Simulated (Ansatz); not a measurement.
# Al2O3 with one O vacancy: vacancy hop, part 2 of 2

Wanted: the energy profile along the vacancy hop, from relaxed end points and a band of images. Host space group R-3c, cell charge +2.

Ansatz 0.2.0; DFT PBEsol, plane waves, PAW, scalar-relativistic, no spin polarisation.

## 9. What the band shows

The 5 inner images lie between the fixed ends 0 and 6. Energy is taken from image 0, and the path length is the program's own coordinate along the band.

| image | path (Å) | energy (eV) | O20 x y z (Å) | band force (eV/Å) |
| --- | --- | --- | --- | --- |
| 0 | 0.000 | 0.0000 | 3.11 -0.23 5.42 | - |
| 1 | 0.438 | 0.3932 | 3.21 -0.58 5.41 | 0.008 |
| 2 | 0.876 | 0.8790 | 3.31 -0.96 5.40 | 0.005 |
| 3* | 1.314 | 1.0816 | 3.36 -1.37 5.40 | 0.008 |
| 4 | 1.751 | 0.8789 | 3.31 -1.79 5.41 | 0.005 |
| 5 | 2.189 | 0.3930 | 3.21 -2.17 5.40 | 0.007 |
| 6 | 2.627 | 0.0000 | 3.11 -2.52 5.39 | - |

The star marks the climbing image.

image, energy (eV) and a bar:
```
        0      0.000 
        1      0.393 ###########
        2      0.879 ########################
        3      1.082 ##############################
        4      0.879 ########################
        5      0.393 ###########
        6      0.000
```

The top of the band by iteration:

```
iteration  highest image above image 0 (eV)  largest band force (eV/Å)
        1                            3.0698                      6.832
        2                            1.6880                      3.127
        3                            1.1783                      0.884
        4                            1.0995                      0.201
        5                            1.0849                      0.133
        6                            1.0822                      0.073
        7                            1.0817                      0.032
        8                            1.0816                      0.008
```

Positions (Å) of images 0, 3, 6:

```xyz
39
Lattice="-4.754 -2.745 4.324 4.754 -2.745 4.324 0.000 5.489 4.324" Properties=species:S:1:pos:R:3 pbc="T T T" image=0 dE=0.0000
Al   -0.013   -0.005    4.625
Al    0.200    0.006    2.038
Al   -0.088   -0.021    8.421
Al   -0.002   -0.022   11.068
O    -0.937    1.377    7.565
O    -0.712   -1.522    7.566
O     1.539    0.133    7.519
O     1.013   -1.439    5.386
O     0.713    1.498    5.404
O    -1.649   -0.104    5.403
Al    0.010   -2.770    8.900
Al    0.008   -2.771    6.232
Al    0.006    2.743    4.071
Al   -0.011    2.733    6.737
O     3.784    1.368    7.603
O    -0.758    1.231    3.185
O    -3.111    0.122    7.567
O    -3.825   -1.387    5.399
O     0.707   -1.272    9.725
O     3.107   -0.230    5.422
Al   -2.387    1.391    8.878
Al   -2.398    1.385    6.254
Al    2.334   -1.275    3.970
Al    2.305   -1.292    6.838
O     1.482    0.100    3.289
O     1.680    2.639    7.623
O    -0.735   -4.055    7.618
O    -1.471   -0.002    9.729
O    -1.638   -2.627    5.407
O     0.716    4.026    5.427
Al    2.262    1.196    8.770
Al    2.378    1.376    6.183
Al   -2.366   -1.387    4.064
Al   -2.324   -1.313    6.711
O     1.492   -2.769    7.514
O    -3.110    2.631    7.566
O    -0.709   -1.226    3.205
O    -1.477    2.759    5.381
O     0.727    1.242    9.733
39
Lattice="-4.754 -2.745 4.324 4.754 -2.745 4.324 0.000 5.489 4.324" Properties=species:S:1:pos:R:3 pbc="T T T" image=3 dE=1.0816
Al    0.005    0.030    4.631
Al    0.069    0.138    1.985
Al   -0.087   -0.048    8.395
Al    0.021   -0.028   11.031
O    -0.934    1.370    7.567
O    -0.746   -1.577    7.635
O     1.602    0.115    7.478
O     0.933   -1.374    5.404
O     0.734    1.534    5.441
O    -1.617   -0.112    5.439
Al    0.069   -2.887    8.825
Al    0.005   -2.778    6.178
Al    0.021    2.769    4.103
Al   -0.087    2.788    6.738
O     3.758    1.370    7.567
O    -0.731    1.277    3.352
O    -3.110    0.117    7.580
O    -3.708   -1.374    5.405
O     0.683   -1.332    9.710
O     3.363   -1.375    5.405
Al   -2.403    1.399    8.875
Al   -2.403    1.342    6.258
Al    2.327   -1.361    3.937
Al    2.328   -1.388    6.873
O     1.487    0.069    3.300
O     1.602    2.625    7.655
O    -0.732   -4.026    7.457
O    -1.485   -0.018    9.720
O    -1.617   -2.637    5.370
O     0.683    4.072    5.423
Al    2.279    1.167    8.806
Al    2.279    1.574    6.327
Al   -2.325   -1.403    4.083
Al   -2.325   -1.346    6.726
O     1.487   -2.818    7.509
O    -3.110    2.623    7.553
O    -0.746   -1.172    3.174
O    -1.485    2.759    5.413
O     0.734    1.206    9.693
39
Lattice="-4.754 -2.745 4.324 4.754 -2.745 4.324 0.000 5.489 4.324" Properties=species:S:1:pos:R:3 pbc="T T T" image=6 dE=0.0000
Al    0.011    0.023    4.577
Al    0.014    0.021    1.910
Al   -0.007    0.008    8.396
Al    0.010   -0.002   11.063
O    -0.933    1.363    7.569
O    -0.705   -1.522    7.604
O     1.684    0.101    7.510
O     1.017   -1.310    5.423
O     0.731    1.498    5.400
O    -1.634   -0.122    5.402
Al    0.204   -2.755    8.771
Al   -0.009   -2.744    6.184
Al    0.002    2.762    4.066
Al   -0.084    2.762    6.713
O     3.788    1.373    7.530
O    -0.731    1.306    3.191
O    -3.106    0.109    7.567
O    -3.821   -1.362    5.411
O     0.720   -1.285    9.706
O     3.111   -2.519    5.387
Al   -2.394    1.356    8.879
Al   -2.383    1.349    6.255
Al    2.309   -1.457    3.971
Al    2.338   -1.474    6.839
O     1.496    0.020    3.295
O     1.543    2.607    7.614
O    -0.754   -3.980    7.624
O    -1.473   -0.019    9.752
O    -1.645   -2.645    5.406
O     0.711    4.013    5.408
Al    2.382    1.365    8.950
Al    2.266    1.544    6.363
Al   -2.320   -1.436    4.098
Al   -2.362   -1.362    6.745
O     1.486   -2.849    7.520
O    -3.107    2.618    7.566
O    -0.709   -1.227    3.243
O    -1.468    2.742    5.405
O     0.717    1.242    9.729
```

## 10. Another band, settings changed

crystal.atoms is end A as relaxed above, and neb.final_atoms is end B. With 3 inner images the band has 5 in all.

The input, input.yaml:

```yaml
crystal:
  lattice:
    - [-4.7537, -2.74455, 4.324167]
    - [4.7537, -2.74455, 4.324167]
    - [0.0, 5.4891, 4.324167]
  atoms:
    - { symbol: Al, position: [0.35820204, 0.3554382, 0.35590368] }
    - { symbol: Al, position: [0.1356566, 0.17781411, 0.15783191] }
    - { symbol: Al, position: [0.65962988, 0.64117888, 0.64651316] }
    - { symbol: Al, position: [0.85468525, 0.85429945, 0.85046942] }
    - { symbol: O, position: [0.59803241, 0.40093873, 0.75038395] }
    - { symbol: O, position: [0.75054592, 0.60070575, 0.39841516] }
    - { symbol: O, position: [0.40958217, 0.73341725, 0.59579419] }
    - { symbol: O, position: [0.39603275, 0.6091756, 0.2403594] }
    - { symbol: O, position: [0.25057003, 0.40058954, 0.59854942] }
    - { symbol: O, position: [0.5962848, 0.24941287, 0.40382925] }
    - { symbol: Al, position: [0.85319001, 0.85529067, 0.34960991] }
    - { symbol: Al, position: [0.64793059, 0.64951622, 0.14383659] }
    - { symbol: Al, position: [0.14657569, 0.14791521, 0.64688735] }
    - { symbol: Al, position: [0.35455794, 0.35224407, 0.8512119] }
    - { symbol: O, position: [0.105082, 0.9009913, 0.7521721] }
    - { symbol: O, position: [0.25049166, 0.09095755, 0.39503386] }
    - { symbol: O, position: [0.90308863, 0.2487353, 0.59818339] }
    - { symbol: O, position: [0.90271629, 0.09798587, 0.24774724] }
    - { symbol: O, position: [0.75251768, 0.90132744, 0.59511071] }
    - { symbol: O, position: [0.10509659, 0.75875247, 0.38996546] }
    - { symbol: Al, position: [0.85089865, 0.34886151, 0.85336082] }
    - { symbol: Al, position: [0.65023605, 0.14577652, 0.65023992] }
    - { symbol: Al, position: [0.13796978, 0.6289307, 0.15116611] }
    - { symbol: Al, position: [0.36316216, 0.84795024, 0.37021] }
    - { symbol: O, position: [0.09155714, 0.40333805, 0.26570809] }
    - { symbol: O, position: [0.25065389, 0.60408899, 0.90817677] }
    - { symbol: O, position: [0.91075498, 0.75618507, 0.09481373] }
    - { symbol: O, position: [0.90483446, 0.59528761, 0.74971132] }
    - { symbol: O, position: [0.7485889, 0.40401367, 0.09779143] }
    - { symbol: O, position: [0.09856778, 0.24917727, 0.90723568] }
    - { symbol: Al, position: [0.36548791, 0.84130765, 0.82131699] }
    - { symbol: Al, position: [0.14292596, 0.64322729, 0.64370504] }
    - { symbol: Al, position: [0.64644667, 0.14865048, 0.14482249] }
    - { symbol: Al, position: [0.8414904, 0.35262259, 0.35793685] }
    - { symbol: O, position: [0.590381, 0.90431236, 0.24294941] }
    - { symbol: O, position: [0.75056881, 0.09636402, 0.90275915] }
    - { symbol: O, position: [0.39604907, 0.24694881, 0.09812332] }
    - { symbol: O, position: [0.40257428, 0.09189038, 0.74992624] }
    - { symbol: O, position: [0.59841487, 0.75139251, 0.90114299] }
total_charge: 2
basis:
  ecutwfc: 420.0
kpoints:
  mp_grid: { grid: [2, 2, 2] }
hamiltonian:
  xc: pbesol
  pseudopotentials: { kind: paw, azcp: { folder: soft_1 } }
scf:
  occupations: { method: gaussian, width: 0.05 }
  lower_state_search: "off"
  max_iter: 56
neb:
  images: 3
  f_tol: 0.05
  max_iterations: 50
  order_check: false
  spring: 100.0
  optimiser: fire
  final_atoms:
    - { symbol: Al, position: [0.35024124, 0.35262354, 0.35554673] }
    - { symbol: Al, position: [0.14445327, 0.14737646, 0.14975876] }
    - { symbol: Al, position: [0.64749318, 0.64601318, 0.6481836] }
    - { symbol: Al, position: [0.8518164, 0.85398682, 0.85250682] }
    - { symbol: O, position: [0.59881566, 0.40252405, 0.74899274] }
    - { symbol: O, position: [0.75279386, 0.60450351, 0.40128795] }
    - { symbol: O, position: [0.39562251, 0.74990963, 0.59125251] }
    - { symbol: O, position: [0.39059725, 0.60453013, 0.25899373] }
    - { symbol: O, position: [0.24838456, 0.4021309, 0.59823975] }
    - { symbol: O, position: [0.59575608, 0.25201954, 0.40159043] }
    - { symbol: Al, position: [0.82192816, 0.86492417, 0.34156976] }
    - { symbol: Al, position: [0.64429542, 0.64235631, 0.14348739] }
    - { symbol: Al, position: [0.14545205, 0.14587377, 0.64890629] }
    - { symbol: Al, position: [0.35857901, 0.34091469, 0.85286337] }
    - { symbol: O, position: [0.09871205, 0.89549649, 0.74720614] }
    - { symbol: O, position: [0.24357812, 0.08982251, 0.4045594] }
    - { symbol: O, position: [0.90339891, 0.25, 0.59660109] }
    - { symbol: O, position: [0.90176025, 0.0978691, 0.25161544] }
    - { symbol: O, position: [0.75053957, 0.90199766, 0.59214007] }
    - { symbol: O, position: [0.24100627, 0.89546987, 0.10940275] }
    - { symbol: Al, position: [0.85397347, 0.35032108, 0.84911077] }
    - { symbol: Al, position: [0.65088923, 0.14967892, 0.64602653] }
    - { symbol: Al, position: [0.15175398, 0.63742644, 0.12918141] }
    - { symbol: Al, position: [0.37081859, 0.86257356, 0.34824602] }
    - { symbol: O, position: [0.0954406, 0.41017749, 0.25642188] }
    - { symbol: O, position: [0.2663037, 0.5909685, 0.90360641] }
    - { symbol: O, position: [0.90874749, 0.75009037, 0.10437749] }
    - { symbol: O, position: [0.90785994, 0.59800234, 0.74946043] }
    - { symbol: O, position: [0.75031202, 0.40429396, 0.09551061] }
    - { symbol: O, position: [0.09840956, 0.24798046, 0.90424392] }
    - { symbol: Al, position: [0.35651261, 0.85764369, 0.85570458] }
    - { symbol: Al, position: [0.15843024, 0.63507583, 0.67807183] }
    - { symbol: Al, position: [0.64713663, 0.15908531, 0.14142099] }
    - { symbol: Al, position: [0.85109371, 0.35412623, 0.35454795] }
    - { symbol: O, position: [0.59639359, 0.9090315, 0.2336963] }
    - { symbol: O, position: [0.75100726, 0.09747595, 0.90118434] }
    - { symbol: O, position: [0.39905743, 0.25, 0.10094257] }
    - { symbol: O, position: [0.40448939, 0.09570603, 0.74968798] }
    - { symbol: O, position: [0.59914677, 0.75, 0.90085323] }
```

The run is started by

```
$ ansatz run input.yaml --threads 2 --pin off --max-ram 5120MiB --backend cpu --events-out ev --progress --plain --runs-dir out
```

The program printed (excerpt; [...] marks lines left out):

```text
Warning: neb: disabling space-group detection — the band's intermediate images generally break the endpoint symmetry, so no spatial operation reduces the k-mesh or symmetrises the density, except that a semilocal band can use its path's symmetry ahead of convergence; time reversal is [...]
Warning: <dir> the record states the generating functional pbe (its physics header spells it `PBE`), which answers neither for hamiltonian.xc's functional nor for the pbesol family's — results may be inconsistent (PPs are generated against a specific XC)
[...]
Warning: RAYON_NUM_THREADS=2 ignored (pool sized by the plan → 2); use --threads N
[...]
Pseudopotentials: kind: paw
[...]
NEB image 1
[...]
NEB image 2
[...]
NEB image 3
[...]
NEB iter   1: max|band force component| = 6.110e0 eV/Å  barrier→ = 2.8497 eV  barrier← = 2.8497 eV  Δτ_max = 0.0880 Å  (44 SCF iters)
[...]
NEB iter   3: max|band force component| = 1.345e0 eV/Å  barrier→ = 1.5123 eV  barrier← = 1.5123 eV  Δτ_max = 0.0064 Å  (21 SCF iters)
[...]
NEB iter   5: max|band force component| = 7.588e-1 eV/Å  barrier→ = 1.3709 eV  barrier← = 1.3709 eV  Δτ_max = 0.0154 Å  (18 SCF iters)
[...]
NEB iter   7: max|band force component| = 6.905e-1 eV/Å  barrier→ = 1.2518 eV  barrier← = 1.2518 eV  Δτ_max = 0.0130 Å  (18 SCF iters)
[...]
NEB iter   9: max|band force component| = 1.002e0 eV/Å  barrier→ = 1.2202 eV  barrier← = 1.2202 eV  Δτ_max = 0.0077 Å  (16 SCF iters)
NEB iter  10: max|band force component| = 7.404e-1 eV/Å  barrier→ = 1.1965 eV  barrier← = 1.1965 eV  Δτ_max = 0.0104 Å  (16 SCF iters)
```

## 11. More of the same log: band between the two ends

Output, continued (excerpt; [...] marks lines left out):

```text
NEB iter  11: max|band force component| = 4.168e-1 eV/Å  barrier→ = 1.1755 eV  barrier← = 1.1755 eV  CI = image 2  Δτ_max = 0.0115 Å  (18 SCF iters)
[...]
NEB iter  15: max|band force component| = 3.866e-1 eV/Å  barrier→ = 1.1223 eV  barrier← = 1.1223 eV  CI = image 2  Δτ_max = 0.0087 Å  (18 SCF iters)
[...]
    - { symbol: O, position: [0.5938142320897984, 0.9061101885291241, 0.23687172192150863] }
    - { symbol: O, position: [0.7500002293424466, 0.09580990918262994, 0.9008710189305051] }
    - { symbol: O, position: [0.3945104484999122, 0.23728324480632335, 0.10205535907603772] }
    - { symbol: O, position: [0.4057279581691544, 0.09382097402370859, 0.7519091576984986] }
    - { symbol: O, position: [0.5963884665579056, 0.7514057684057457, 0.893926012607335] }
```

It took 17 min on 2 threads of Arm Neoverse V1, shared host; peak memory 1.4 GiB.

## 12. What the band shows

The 3 inner images lie between the fixed ends 0 and 4. Energy is taken from image 0, and the path length is the program's own coordinate along the band.

| image | path (Å) | energy (eV) | O20 x y z (Å) | band force (eV/Å) |
| --- | --- | --- | --- | --- |
| 0 | 0.000 | 0.0000 | 3.11 -0.23 5.42 | - |
| 1 | 0.650 | 0.6585 | 3.26 -0.77 5.40 | 0.020 |
| 2* | 1.301 | 1.0821 | 3.36 -1.37 5.40 | 0.027 |
| 3 | 1.951 | 0.6584 | 3.26 -1.98 5.41 | 0.020 |
| 4 | 2.601 | 0.0000 | 3.11 -2.52 5.39 | - |

The star marks the climbing image.

image, energy (eV) and a bar:
```
        0      0.000 
        1      0.659 ##################
        2      1.082 ##############################
        3      0.658 ##################
        4      0.000
```

## 13. Summary of results

This closing draws on all 2 parts.

| quantity | value |
| --- | --- |
| end A | 4 moves, 3.103 eV lower |
| end B | 4 moves, 2.385 eV lower |
| first band: barrier forwards | 1.082 eV |
| first band: barrier backwards | 1.082 eV |
| first band: second end relative to first | 0.000 eV |
| first band: highest image | 3 of 0 to 6, climbing |
| first band: band iterations | 8 |
| first band: lowest curvatures at the top | -2.14 and 4.64 eV/Å² |
| second band | top 1.082 eV above image 0, 29 iterations, 3 inner images |
| time, first and second band | 15 min and 17 min |

In words: In the first band: along this path the system climbs 1.08 eV from the first end (42 kT at 300 K), which at an assumed attempt frequency of 10^13 s⁻¹ means a rate near 10^-5 s⁻¹. The two ends lie within 1 meV of each other. The program found one negative curvature at the climbing image, so it is a first-order saddle. The second band's top agrees with the first's to 1 meV, so the changed settings hardly move the height. A cell of 39 atoms lets the moving atom feel its images, and convergence in size and mesh was not shown. The charged cell sits in a uniform background, with no correction for images.
